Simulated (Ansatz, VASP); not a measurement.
# PtS2 (PtS2 monolayer (from P-3m1)): VASP beside Ansatz, part 2 of 3

Aim: how closely do two programs agree when they are given the same cell, functional and k mesh? Of the first pair: The cell is taken from a series of runs on this material, whose earlier steps may have relaxed, scaled, displaced or heated it; both programs get it as it stands.

VASP 6.6.1 and Ansatz 0.2.0.

So far: The starting structure; Ansatz: single point, PBEsol, pair 1; VASP: single point, PBEsol, pair 1; Differences.

### Step 5. Ansatz: relaxation, LDA

Level of this step: Ansatz beside VASP: Kohn-Sham DFT, plane waves, LDA (Ansatz).

The two programs are compared at the cell with which this relaxation starts, whose forces are those of its first step. This pair takes another cell of the material, with 48 atoms against 3 for the pair before.

The structure compared here is the start of the Ansatz relaxation; VASP solves that cell, so the two are compared at the walk's first step.

input.yaml reads:

```yaml
crystal:
  lattice:
    - [14.0535002874, 0.0, 0.0]
    - [-7.0267501437, 12.1706882609, 0.0]
    - [0.0, 0.0, 14.0]
  atoms:
    - { symbol: Pt, position: [0.0833333333, 0.1666666667, 0.5] }
    - { symbol: S, position: [0.25, 0.0, 0.5865851876] }
    - { symbol: S, position: [0.1666666667, 0.0833333333, 0.4134148124] }
    - { symbol: Pt, position: [0.0833333333, 0.4166666667, 0.5] }
    - { symbol: S, position: [0.25, 0.25, 0.5865851876] }
    - { symbol: S, position: [0.1666666667, 0.3333333333, 0.4134148124] }
    - { symbol: Pt, position: [0.0833333333, 0.6666666667, 0.5] }
    - { symbol: S, position: [0.25, 0.5, 0.5865851876] }
    - { symbol: S, position: [0.1666666667, 0.5833333333, 0.4134148124] }
    - { symbol: Pt, position: [0.0833333333, 0.9166666667, 0.5] }
    - { symbol: S, position: [0.25, 0.75, 0.5865851876] }
    - { symbol: S, position: [0.1666666667, 0.8333333333, 0.4134148124] }
    - { symbol: Pt, position: [0.3333333333, 0.1666666667, 0.5] }
    - { symbol: S, position: [0.5, 0.0, 0.5865851876] }
    - { symbol: S, position: [0.4166666667, 0.0833333333, 0.4134148124] }
    - { symbol: Pt, position: [0.3333333333, 0.4166666667, 0.5] }
    - { symbol: S, position: [0.5, 0.25, 0.5865851876] }
    - { symbol: S, position: [0.4166666667, 0.3333333333, 0.4134148124] }
    - { symbol: Pt, position: [0.3333333333, 0.6666666667, 0.5] }
    - { symbol: S, position: [0.5, 0.5, 0.5865851876] }
    - { symbol: S, position: [0.4166666667, 0.5833333333, 0.4134148124] }
    - { symbol: Pt, position: [0.3333333333, 0.9166666667, 0.5] }
    - { symbol: S, position: [0.5, 0.75, 0.5865851876] }
    - { symbol: S, position: [0.4166666667, 0.8333333333, 0.4134148124] }
    - { symbol: Pt, position: [0.5833333333, 0.1666666667, 0.5] }
    - { symbol: S, position: [0.75, 0.0, 0.5865851876] }
    - { symbol: S, position: [0.6666666667, 0.0833333333, 0.4134148124] }
    - { symbol: Pt, position: [0.5833333333, 0.4166666667, 0.5] }
    - { symbol: S, position: [0.75, 0.25, 0.5865851876] }
    - { symbol: S, position: [0.6666666667, 0.3333333333, 0.4134148124] }
    - { symbol: Pt, position: [0.5833333333, 0.6666666667, 0.5] }
    - { symbol: S, position: [0.75, 0.5, 0.5865851876] }
    - { symbol: S, position: [0.6666666667, 0.5833333333, 0.4134148124] }
    - { symbol: Pt, position: [0.5833333333, 0.9166666667, 0.5] }
    - { symbol: S, position: [0.75, 0.75, 0.5865851876] }
    - { symbol: S, position: [0.6666666667, 0.8333333333, 0.4134148124] }
    - { symbol: Pt, position: [0.8333333333, 0.1666666667, 0.5] }
    - { symbol: S, position: [1.0, 0.0, 0.5865851876] }
    - { symbol: S, position: [0.9166666667, 0.0833333333, 0.4134148124] }
    - { symbol: Pt, position: [0.8333333333, 0.4166666667, 0.5] }
    - { symbol: S, position: [1.0, 0.25, 0.5865851876] }
    - { symbol: S, position: [0.9166666667, 0.3333333333, 0.4134148124] }
    - { symbol: Pt, position: [0.8333333333, 0.6666666667, 0.5] }
    - { symbol: S, position: [1.0, 0.5, 0.5865851876] }
    - { symbol: S, position: [0.9166666667, 0.5833333333, 0.4134148124] }
    - { symbol: Pt, position: [0.8333333333, 0.9166666667, 0.5] }
    - { symbol: S, position: [1.0, 0.75, 0.5865851876] }
    - { symbol: S, position: [0.9166666667, 0.8333333333, 0.4134148124] }
basis:
  ecutwfc: 420
  xc_grid: 2
hamiltonian:
  xc: lda
kpoints:
  mp_grid: { grid: [1, 1, 1] }
scf:
  occupations: { method: fermi_dirac, width: 0.01 }
  max_iter: 60
output:
  forces: true
relax:
  f_tol: 0.015
  max_steps: 100
  random_displacement: { amplitude: 0.08, seed: 6666 }
```

On the command line:

```
> ansatz run input.yaml --threads 4 --pin off --max-ram 10362MiB --backend cpu --events-out ev --progress --plain --runs-dir out
```

Numbers of over 12 decimals in the logs are rounded to 6 here.

The program printed:

```text
[...]
Crystal: 48 atoms, lattice volume = 2394.571 Å³
Basis set: ecut = 420 eV, 46817 PW (Γ), exchange–correlation on 192×192×192 points (8 copies of the dense FFT grid, shifted against one another)
Bands: 288, of which v1, the nominal top of the filled ones, is band 240 counted from 1 (239 counted from 0)
Symmetry: 1 space group operations
k-points: 1
[...]
- { symbol: Pt, position: [0.833225, 0.166695, 0.499914] }
[...]
- { symbol: Pt, position: [0.833235, 0.416701, 0.499967] }
[...]
- { symbol: Pt, position: [0.833241, 0.666704, 0.499946] }
    - { symbol: S, position: [0.999932, 0.500056, 0.586721] }
    - { symbol: S, position: [0.916543, 0.583349, 0.413135] }
    - { symbol: Pt, position: [0.833229, 0.916697, 0.499888] }
    - { symbol: S, position: [0.999938, 0.750058, 0.586707] }
    - { symbol: S, position: [0.916555, 0.833344, 0.413093] }
[key lines of the parts left out:]
SCF converged after 7 iterations
Free energy (F): -223761.917950 eV
Fermi energy:    0.318421 eV
```

### Step 6. VASP: single point, LDA, start cell

The same cell, functional (in two slightly different forms), mesh and smearing now go to VASP, with its own data sets.

INCAR reads:

```
SYSTEM = PtS2
PREC = Accurate
ENCUT = 400
EDIFF = 1E-06
NELM = 120
ISMEAR = -1
SIGMA = 0.01
LREAL = Auto
ALGO = Normal
GGA = PW92
NBANDS = 216
LASPH = .TRUE.
LORBIT = 11
LWAVE = .FALSE.
LCHARG = .FALSE.
ISIF = 2
GGA_COMPAT = .FALSE.
EFERMI = MIDGAP
NCORE = 2
```

POSCAR reads:

```
PtS2
1.0
   14.0535002874      0.0000000000      0.0000000000
   -7.0267501437     12.1706882609      0.0000000000
    0.0000000000      0.0000000000     14.0000000000
Pt S
16 32
Direct
    0.0887115387      0.1670996707      0.4976200000
    0.0833946605      0.4202478849      0.5044662143
    0.0777215435      0.6668235868      0.5000852143
    0.0785676637      0.9119319107      0.5031487857
    0.3338108313      0.1627088754      0.4961613571
    0.3383347238      0.4156210308      0.5010375714
    0.3334655778      0.6700069729      0.4953269286
    0.3329472694      0.9210043639      0.5034431429
    0.5841583338      0.1711507152      0.4960713571
    0.5770704039      0.4152635325      0.4999990714
    0.5787264520      0.6603525477      0.5006360714
    0.5876581259      0.9217846813      0.4968830000
    0.8343848854      0.1708383253      0.5042922143
    0.8384613183      0.4189147640      0.4964391429
    0.8296867959      0.6602630704      0.4987902857
    0.8393014594      0.9183309736      0.5019949286
    0.2459507789      0.9963595321      0.5823862857
    0.1696524198      0.0881536013      0.4095730000
    0.2544111713      0.2495060209      0.5898416429
    0.1641975879      0.3353907283      0.4092764286
    0.2456018303      0.4999281774      0.5829145000
    0.1602838114      0.5811839765      0.4125378571
    0.2512494248      0.7557077959      0.5842532143
    0.1622112628      0.8341167551      0.4163327857
    0.4981906261      0.9949311001      0.5901496429
    0.4154312909      0.0819495150      0.4189743571
    0.4960994620      0.2522656841      0.5883864286
    0.4189841980      0.3356878356      0.4082039286
    0.5065574988      0.5030618539      0.5862560000
    0.4150185718      0.5784965360      0.4172062143
    0.4961955867      0.7434712652      0.5869679286
    0.4173828524      0.8282813415      0.4150797857
    0.7552746880      0.0053941074      0.5845930000
    0.6726833110      0.0840711699      0.4137315714
    0.7506190791      0.2454105254      0.5894452143
    0.6730666584      0.3368801264      0.4146706429
    0.7563753960      0.5018571562      0.5861957143
    0.6722511878      0.5843310458      0.4109984286
    0.7445001077      0.7492643641      0.5889735714
    0.6611652967      0.8302487734      0.4103054286
    0.9972223864      0.0017713871      0.5906789286
    0.9106510414      0.0782177622      0.4125050000
    0.9990096629      0.2495135801      0.5922342143
    0.9220416642      0.3388865043      0.4150098571
    0.9981456335      0.5025721528      0.5823762857
    0.9102889551      0.5808440614      0.4122230714
    0.0048623623      0.7547274898      0.5835075714
    0.9132062078      0.8268119094      0.4141018571
```

KPOINTS reads:

```
Automatic mesh
0
Gamma
1 1 1
0 0 0
```

Potentials, in the order of the species: Pt and S (LDA family, release 64).

On the command line:

```
> mpirun -np 8 vasp_gam
```

The program printed:

```text
[banner, memory and clock lines left out]
running    8 mpi-ranks, on    1 nodes
[...]
[... a notice as in an earlier step ...]

 LDA part: xc-table for (Slater(with rela. corr.)+PW92), standard interpolation
 POSCAR, INCAR and KPOINTS ok, starting setup
[...]
entering main loop
       N       E                     dE             d eps       ncg     rms          rms(c)
DAV:   1     0.307468486663E+04    0.30747E+04   -0.13575E+05   440   0.114E+03
DAV:   2     0.755839207985E+02   -0.29991E+04   -0.28726E+04   616   0.261E+02
DAV:   3    -0.292898846462E+03   -0.36848E+03   -0.36087E+03   512   0.992E+01
DAV:   4    -0.306934146519E+03   -0.14035E+02   -0.13858E+02   544   0.208E+01
[...]
DAV:  23    -0.284592272668E+03   -0.29400E-05   -0.18625E-07   240   0.421E-04    0.248E-04
DAV:  24    -0.284592275322E+03   -0.26540E-05   -0.21067E-07   256   0.394E-04    0.190E-04
DAV:  25    -0.284592276027E+03   -0.70512E-06   -0.98819E-08   240   0.282E-04
   1 F= -.28459228E+03 E0= -.28459228E+03  d E =0.000000E+00
```

From OUTCAR (step 6):

```text
  Total        3.7597087      7.9880263      3.8753732     -0.5088439     -3.0805609     -0.2456405
  in kB        2.5155740      5.3446883      2.5929637     -0.3404611     -2.0611647     -0.1643550
  external PRESSURE =       3.4844087 kB  Pullay stress =       0.0000000 kB

 POSITION                                       TOTAL-FORCE (eV/Angst)
 -----------------------------------------------------------------------------------
      0.07254      2.03372      6.96668        -1.678719      0.337112      0.783774
     -1.78099      5.11471      7.06253         0.316344     -1.030892     -1.084777
     -3.59334      8.11570      7.00119         1.322270      0.291607     -0.769097
     -5.30377     11.09884      7.04408        -0.241242      2.078362     -1.228705
      3.54790      1.98028      6.94626        -1.228858      1.100193      0.870706
      1.83432      5.05839      7.01453        -1.713305     -0.088689      0.062361
     -0.02161      8.15445      6.93458        -0.136057     -1.624826      1.310691
     -1.79259     11.20926      7.04820         1.018847     -1.559959     -1.167549
      7.00684      2.08302      6.94500         0.818541     -0.924504      1.576063
      5.19191      5.05404      6.99999         2.571634      0.580707     -0.382352
      3.49300      8.03695      7.00890         0.612594      1.898698     -0.709573
      1.78150     11.21875      6.95636        -0.047361     -1.494712      1.188065
     10.52559      2.07922      7.06009         1.286514     -0.606145     -1.395465
      8.83971      5.09848      6.95015        -1.351101     -0.770921      1.157821
[...]
-----------------------------------------------------------------------------------
    total drift:                               -0.006673      0.000081      0.006096

  FREE ENERGIE OF THE ION-ELECTRON SYSTEM (eV)
  ---------------------------------------------------
  free  energy   TOTEN  =      -284.5922760274 eV

  energy  without entropy=     -284.5922760274  energy(sigma->0) =     -284.59227603

[... 3 further parts left out ...]
[key lines of the parts left out:]
E-fermi :  -1.1593
```

### Step 7. Comparison

What differs besides the data sets and the points named for the pairs above, as far as they apply: the data sets hold 480 valence electrons in Ansatz (on its default PAW (the set named soft_2) files) and 352 in VASP; the cutoff is 420 eV in Ansatz and 400 eV in VASP (PREC = Accurate, projectors in real space); VASP's log shows a relativistic correction to its local exchange, Ansatz's none. Total energies have different zeros and are not compared.

Forces on 10 of the 48 atoms, those with the largest forces and the largest differences (eV/Å; atoms numbered as in POSCAR):

```
atom          Ansatz x, y, z            VASP x, y, z
 Pt4   -0.240, 2.084, -1.229   -0.241, 2.078, -1.229
 Pt7   -0.136, -1.631, 1.313   -0.136, -1.625, 1.311
 Pt8   1.018, -1.560, -1.175   1.019, -1.560, -1.168
Pt10    2.582, 0.579, -0.383    2.572, 0.581, -0.382
Pt11    0.616, 1.901, -0.715    0.613, 1.899, -0.710
Pt16  -2.103, -1.120, -0.496  -2.096, -1.116, -0.492
 S21     1.242, 0.482, 0.708     1.236, 0.481, 0.691
 S24    0.502, 0.181, -0.532    0.497, 0.179, -0.515
 S45     0.282, 0.108, 1.194     0.282, 0.108, 1.176
 S47   -1.036, -1.373, 1.309   -1.031, -1.369, 1.294
```

The forces differ by 7.4 meV/Å r.m.s., which is 0.8 % of the r.m.s. force of 0.868 eV/Å (both taken over all components). With vacuum in the cell, a pressure given here is an average over mostly empty space and none of the material.

### Step 8. Ansatz: single point, PBEsol, pair 3

A single point gives forces, pressure and levels at one fixed geometry, so differences don't come from the geometry; what else differs is listed under the comparison. This pair takes another cell of the material, with 47 atoms against 48 for the pair before.

The cell is taken from a series of runs on this material, whose earlier steps may have relaxed, scaled, displaced or heated it; both programs get it as it stands.

input.yaml reads:

```yaml
crystal:
  lattice:
    - [14.05350029, 0.0, 0.0]
    - [-7.02675014, 12.17068826, 0.0]
    - [0.0, 0.0, 32.0]
  atoms:
    - { symbol: Pt, position: [0.08330349, 0.16579433, 0.50059642] }
    - { symbol: S, position: [0.242691, -0.00629044, 0.53699211] }
    - { symbol: S, position: [0.1547352, 0.07366144, 0.46117299] }
    - { symbol: Pt, position: [0.08988943, 0.41666892, 0.50003279] }
    - { symbol: S, position: [0.25246836, 0.24707403, 0.53769915] }
    - { symbol: S, position: [0.17881775, 0.33370762, 0.46357301] }
    - { symbol: Pt, position: [0.08028837, 0.66405998, 0.50069025] }
    - { symbol: S, position: [0.26177681, 0.49960139, 0.53646431] }
    - { symbol: S, position: [0.16708017, 0.58253722, 0.46215501] }
    - { symbol: Pt, position: [0.0743289, 0.90887585, 0.50067352] }
    - { symbol: S, position: [0.24915308, 0.74909951, 0.53738914] }
    - { symbol: S, position: [0.15932425, 0.82827829, 0.46186072] }
    - { symbol: Pt, position: [0.32135947, 0.15412473, 0.49756373] }
    - { symbol: S, position: [0.49682845, 0.01109695, 0.53512893] }
    - { symbol: S, position: [0.40773766, 0.07700014, 0.45780434] }
    - { symbol: Pt, position: [0.34915535, 0.41662611, 0.50003535] }
    - { symbol: S, position: [0.50282514, 0.27870366, 0.51956797] }
    - { symbol: S, position: [0.43876519, 0.32439383, 0.4677279] }
    - { symbol: Pt, position: [0.33421478, 0.66754367, 0.49947481] }
    - { symbol: S, position: [0.53104098, 0.50879632, 0.53232497] }
    - { symbol: S, position: [0.42205282, 0.58618057, 0.4623786] }
    - { symbol: Pt, position: [0.32891548, 0.91478801, 0.49849158] }
    - { symbol: S, position: [0.49776271, 0.75967891, 0.53890119] }
    - { symbol: S, position: [0.41507976, 0.83443933, 0.46130191] }
    - { symbol: Pt, position: [0.58079553, 0.17590465, 0.49351644] }
    - { symbol: S, position: [0.7477304, 0.00507275, 0.53821311] }
    - { symbol: S, position: [0.66684264, 0.08892803, 0.46108083] }
    - { symbol: S, position: [0.74309607, 0.24972294, 0.5351401] }
    - { symbol: S, position: [0.68760358, 0.3358665, 0.45410014] }
    - { symbol: Pt, position: [0.58389704, 0.67913802, 0.50253452] }
    - { symbol: S, position: [0.76848345, 0.49756973, 0.54601499] }
    - { symbol: S, position: [0.64081448, 0.55456099, 0.48050141] }
    - { symbol: Pt, position: [0.5821323, 0.92448478, 0.49940163] }
    - { symbol: S, position: [0.74745821, 0.75632967, 0.54226689] }
    - { symbol: S, position: [0.66563938, 0.83956555, 0.46311457] }
    - { symbol: Pt, position: [0.83287206, 0.16930536, 0.49938427] }
    - { symbol: S, position: [0.99730997, -0.00107017, 0.53877902] }
    - { symbol: S, position: [0.91669324, 0.08425196, 0.46268485] }
    - { symbol: Pt, position: [0.83646624, 0.41670782, 0.50005615] }
    - { symbol: S, position: [1.00120857, 0.2508357, 0.53791879] }
    - { symbol: S, position: [0.92293379, 0.33555048, 0.46145623] }
    - { symbol: Pt, position: [0.82167057, 0.65747286, 0.50656121] }
    - { symbol: S, position: [1.00412584, 0.49784305, 0.53861672] }
    - { symbol: S, position: [0.91012297, 0.58363162, 0.46492699] }
    - { symbol: Pt, position: [0.83081675, 0.91856278, 0.50159107] }
    - { symbol: S, position: [0.99466084, 0.74446452, 0.53901695] }
    - { symbol: S, position: [0.90244471, 0.82226453, 0.46495778] }
  periodic: [true, true, false]
basis:
  ecutwfc: 420
  xc_grid: 2
hamiltonian:
  xc: pbesol
kpoints:
  mp_grid: { grid: [1, 1, 1] }
scf:
  occupations: { method: fermi_dirac, width: 0.01 }
  max_iter: 60
output:
  forces: true
  eigenvalues: true
checkpoint:
  write: "../q0.point.pbesol.run"
  compress: false
  write_wavefunctions: false
  write_every: 100000
```

On the command line:

```
> ansatz run input.yaml --threads 4 --pin off --max-ram 10362MiB --backend cpu --events-out ev --progress --plain --runs-dir out
```

The program printed:

```text
[...]
Crystal: 47 atoms, lattice volume = 5473.305 Å³
Basis set: ecut = 420 eV, 107069 PW (Γ), exchange–correlation on 192×192×432 points (8 copies of the dense FFT grid, shifted against one another)
Bands: 278, of which v1, the nominal top of the filled ones, is band 231 counted from 1 (230 counted from 0)
Symmetry: 1 space group operations
[...]
k-points: 1
[...]
atom  44  S     -0.01461719     0.02757011    -0.22747461
  atom  45  Pt    -0.00628569     0.00513166    -0.00167377
  atom  46  S      0.01288361     0.00393172     0.23326905
  atom  47  S     -0.00504491    -0.01395049    -0.23881441
  max |Σ_I F_I| component: 8.62e-5 eV/Å
--- Band table (eV) ---
  k-point 0: bands = [... 227 lower, -6.3022, -6.2941, -5.7286, -5.4482, -4.7906, -4.7443, -4.5855, -4.5663, ... 43 higher]
  ° read free of the cell's end (the report's vacuum.weakly_bound_levels)
[key lines of the parts left out:]
SCF converged after 13 iterations
Free energy (F): -214088.244548 eV
Fermi energy:    -5.119407 eV
```

(Part 2 of 3 ends here.)

[Lines on the potential files, build, host, timing and source positions are cut from VASP's logs without a mark.]

[Logs are printed without paths, hosts, clocks, repeated set-up lines and the standing remarks that a program may print on its own settings, such as how far it seeks lower states.]

[Hosts, paths, dates, database ids (printed as entryN), source tags and the programs' standing remarks are cut or masked in the printed files.]
